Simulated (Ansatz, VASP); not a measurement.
Two plane-wave programs on HfO2

The input INCAR:

```
SYSTEM = HfO2
PREC = Accurate
ENCUT = 520
EDIFF = 1E-7
ISMEAR = 0
SIGMA = 0.05
LREAL = .FALSE.
LASPH = .TRUE.
NELM = 80
ALGO = Normal
ISIF = 2
LWAVE = .FALSE.
LCHARG = .TRUE.
GGA = PS
LELF = .TRUE.
LVHAR = .TRUE.
NBANDS = 18
```

Contents of KPOINTS:

```
regular mesh
0
G
  8 8 8
  0 0 0
```

POSCAR

```
HfO2
1.0
    0.0000000000      2.6214375000      2.4935625000
    2.6214375000      0.0000000000      2.4935625000
    2.6214375000      2.6214375000      0.0000000000
Hf O
1 2
Direct
    0.0000000000      0.0000000000      0.0000000000
    0.2500000000      0.2500000000      0.2500000000
    0.7500000000      0.7500000000      0.7500000000
```

Input for Ansatz:

```yaml
crystal:
  lattice:
    - [0.0, 2.6214375, 2.4935625]
    - [2.6214375, 0.0, 2.4935625]
    - [2.6214375, 2.6214375, 0.0]
  atoms:
    - { symbol: Hf, position: [0.0, 0.0, 0.0] }
    - { symbol: O, position: [0.25, 0.25, 0.25] }
    - { symbol: O, position: [0.75, 0.75, 0.75] }
basis:
  ecutwfc: 420
kpoints:
  mp_grid: { grid: [8, 8, 8] }
hamiltonian:
  xc: pbesol
scf:
  occupations: { method: gaussian, width: 0.05 }
output:
  forces: true
  stress: true
  eigenvalues: true
```

Change from the starting cell: strain +0.025 along x and y, -0.025 along z, atoms carried along.

Alike in both runs: task single point; functional PBEsol; k mesh 8 × 8 × 8; occupations gaussian, width 0.05 eV; no spin polarisation.

|  | VASP | Ansatz |
| --- | --- | --- |
| version | VASP 6.6.1 | Ansatz 0.2.0 |
| potentials or method | VASP PAW PBE potentials, release 64 (Hf_pv, O) | scalar-relativistic, plane waves, PAW |
| plane-wave cutoff (eV) | 520 | 420 |
| valence electrons in the cell | 22 | 38 |

```csv
,VASP,Ansatz,Ansatz less VASP
gap on the k mesh at the Fermi level (eV),3.03,3.05,+0.016
least direct gap on the mesh (eV),3.13,3.14,+0.003
pressure (GPa),-18.3,-15.1,+3.15
largest component of the traceless stress (GPa),14.50,14.26,-0.239
```

The two sets of potentials don't hold the same shells in valence.

Caveats: so large a pressure means that the cell lies far from this level's equilibrium, or that cutoff or potentials fall short (VASP); the potentials were made for another functional, which shifts forces and pressure (VASP); spin-orbit coupling is left out, which moves the levels of the heavy elements. A k mesh can miss the band edges.
